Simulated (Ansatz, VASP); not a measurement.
**Cu: VASP beside Ansatz**

```
Cu
1.0
     2.53410   -0.02534    0.00000
    -1.28899    2.20726    0.00000
     0.00000    0.00000    4.11257
Cu
2
Direct
  0.66667 0.33333 0.75000
  0.33333 0.66667 0.25000
```

This isn't the form of Cu at room conditions, which is fcc.

Alike in both runs: functional PBEsol; k mesh 10 × 10 × 6; occupations fermi-dirac, width 0.05 eV; no spin polarisation.

```csv
,VASP,Ansatz
version,VASP 6.6.1,Ansatz 0.2.0
potentials or method,"VASP PAW PBE potentials, release 64 (Cu)",Ansatz PAW
plane-wave cutoff (eV),520,420
valence electrons in the cell,22,38
task,single point,band structure
```

|  | VASP | Ansatz | Ansatz less VASP |
| --- | --- | --- | --- |
| gap on the k mesh at the Fermi level (eV) | none | none | - |
| pressure (GPa) | -0.6 | -1.3 | -0.71 |
| largest component of the traceless stress (GPa) | 0.85 | 0.87 | +0.018 |
| rms of the force components (eV/Å) | 0.018 | 0.018 | +0.0001 |

Atom by atom the forces differ by 0.000 eV/Å (rms over components). A gap of «none» marks a metal or a gap that the smearing closes. The two sets of potentials don't hold the same shells in valence.

Caveats: the PAW data sets were made with another functional, which shifts forces and pressure a little (VASP); the PAW data sets come from PBE, with cores solved anew for the run's functional, which leaves a small shift of forces and pressure (Ansatz).
